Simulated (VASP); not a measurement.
Si7Ge, 16 atoms in the cell. Symmetry: R-3m, No. 166, trigonal system. The conventional cell has a = 7.677 Å, b = 7.677 Å, c = 18.806 Å, α = 90.00°, β = 90.00°, γ = 120.00°. Si (site symmetry m) is surrounded by 3 Si at 2.35 Å and 1 Ge at 2.35 Å. Si (site symmetry 3m) is surrounded by 1 Ge at 2.35 Å and 3 Si at 2.35 Å. Around Si (site symmetry m) lie 4 Si at 2.35 Å. Ge (site symmetry 3m) has 4 Si at 2.35 Å as nearest neighbours. The cell comes from a database or a generator and needn't be the stable form of this composition.

```yaml
Program: VASP 6.6.1
Task: relaxation of cell and atoms
Functional: LDA
Potentials_or_basis: VASP PAW LDA potentials, release 64 (Si, Ge_d)
Cutoff: 400 eV
k_mesh: 6 × 6 × 6
Occupations: gaussian, width 0.01 eV
Spin: no spin polarisation
Further_INCAR_settings: ALGO = Fast; EDIFF = 1e-06; IBRION = 2; EDIFFG = -0.01; NSW = 40; ISIF = 3
```

Potentials or basis: VASP PAW LDA potentials, release 64 (Si, Ge_d).

Launch:

```bash
$ cat potpaw_LDA.64/Si/POTCAR potpaw_LDA.64/Ge_d/POTCAR > POTCAR
$ mpirun -np 1 vasp_std > vasp.out
```

Hardware: 1 thread of Intel(R) Xeon(R) Platinum 8259CL CPU @ 2.50GHz (Skylake/Cascade Lake), on a shared host.

Q: How long does it take, and how much memory?

A: Run time: 30 min on 1 thread of Intel(R) Xeon(R) Platinum 8259CL CPU @ 2.50GHz (Skylake/Cascade Lake), with other jobs on the host, peak memory 0.44 GiB. Counts: scf iterations 43, k points 32, ion steps 5.
